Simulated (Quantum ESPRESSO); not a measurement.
Moving the dispersion correction in Ir

The cell as given:

```
CELL_PARAMETERS angstrom
0.00000 1.91560 1.91560
1.91560 0.00000 1.91560
1.91560 1.91560 0.00000
ATOMIC_POSITIONS crystal
Ir 0.00000 0.00000 0.00000
```

Kept alike: task relaxation of cell and atoms; functional PBEsol; k mesh 12 × 12 × 12; occupations fermi-dirac, width 0.05 eV; no spin polarisation. Program: Quantum ESPRESSO, GBRV 1.5 PBEsol, cutoff 612 eV. The mesh is that of the run's cell of 1 atom. No spin-orbit coupling.

| dispersion correction | volume (Å³/atom) |
| --- | --- |
| D3(zero) | 13.823 |
| D3(BJ) | 13.824 |
| D4 | 13.841 |
| none | 14.032 |
| rVV10 | 13.788 |

The relaxations keep at least the cell's symmetry (Fm-3m). For a metal such a mesh leaves the last digits unconverged. Relaxations stop with a little pressure left, so the last digits of a volume or edge aren't settled.

The volume runs from 13.788 (rVV10) to 14.032 Å³/atom (none). Against no correction: D3(zero) -1.5 %; D3(BJ) -1.5 %; D4 -1.4 %; rVV10 -1.7 %. Dispersion terms mostly attract and so lower the volume; the schemes' coefficients and damping set how far.

All four corrections contract iridium by a similar small amount, and the choice between them matters far less than the choice to include one at all. The two D3 dampings can't be told apart here. That the response is so modest fits the bonding: cohesion comes mainly from a 5d band whose bonding states are largely filled, which makes iridium one of the stiffest metals, so an added attraction gains little contraction.

The uncorrected volume of 14.032 Å³/atom is already close to the measured one and slightly below it, so every correction moves the result away from experiment. PBEsol is built to give good lattice constants for dense solids, and the extra attraction probably counts in part what the functional already covers. Pairwise terms may also be too strong in a metal, where conduction electrons screen the fluctuating dipoles. For the bulk volume, then, the results give no reason to add dispersion; they don't settle its value for molecules adsorbed on iridium, where long-range attraction can matter much more.
